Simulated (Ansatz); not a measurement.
# SnSe: the cost of one run

Program: Ansatz 0.2.0. Level of theory: DFT LDA, scalar-relativistic, plane waves, PAW. These are calculated values, not measurements.

The COD cell was measured well above room temperature, so it is larger than a cold one.

1 further run of the same task is left out (it didn't finish).

### 1 The system as given

It takes space group Cmcm (No. 63, orthorhombic). The conventional cell has a = 4.310 Å, b = 11.705 Å, c = 4.318 Å, α = 90.00°, β = 90.00°, γ = 90.00°. Sn (site symmetry m2m) is surrounded by 5 Se at 2.76 to 3.06 Å. Around Se (site symmetry m2m) lie 5 Sn at 2.76 to 3.06 Å.

Coordinates:

```cif
data_structure
_symmetry_space_group_name_H-M 'P 1'
_symmetry_Int_Tables_number 1
_cell_length_a 6.2366
_cell_length_b 6.2366
_cell_length_c 4.3180
_cell_angle_alpha 90.000
_cell_angle_beta 90.000
_cell_angle_gamma 139.571
_cell_volume 108.92
loop_
_atom_site_label
_atom_site_type_symbol
_atom_site_fract_x
_atom_site_fract_y
_atom_site_fract_z
_atom_site_occupancy
Sn1 Sn 0.88000 0.12000 0.25000 1
Sn2 Sn 0.12000 0.88000 0.75000 1
Se1 Se 0.64400 0.35600 0.25000 1
Se2 Se 0.35600 0.64400 0.75000 1
```

Source of the structure: the Crystallography Open Database.

### 2 Quick check of gap, pressure and forces

input.yaml

```yaml
crystal:
  lattice:
    - [2.155, -5.8525, 0.0]
    - [2.155, 5.8525, 0.0]
    - [0.0, 0.0, 4.318]
  atoms:
    - { symbol: Sn, position: [0.88, 0.12, 0.25] }
    - { symbol: Sn, position: [0.12, 0.88, 0.75] }
    - { symbol: Se, position: [0.644, 0.356, 0.25] }
    - { symbol: Se, position: [0.356, 0.644, 0.75] }
basis:
  ecutwfc: 420
kpoints:
  mp_grid: { grid: [4, 4, 4] }
hamiltonian:
  xc: lda
scf:
  occupations: { method: gaussian, width: 0.1 }
output:
  forces: true
  stress: true
  eigenvalues: true
```

**Question.** How long does this run take on 1 thread of an Arm CPU, shared host, and how much memory does it need?

About 8.3 s, with a peak of 0.37 GiB.
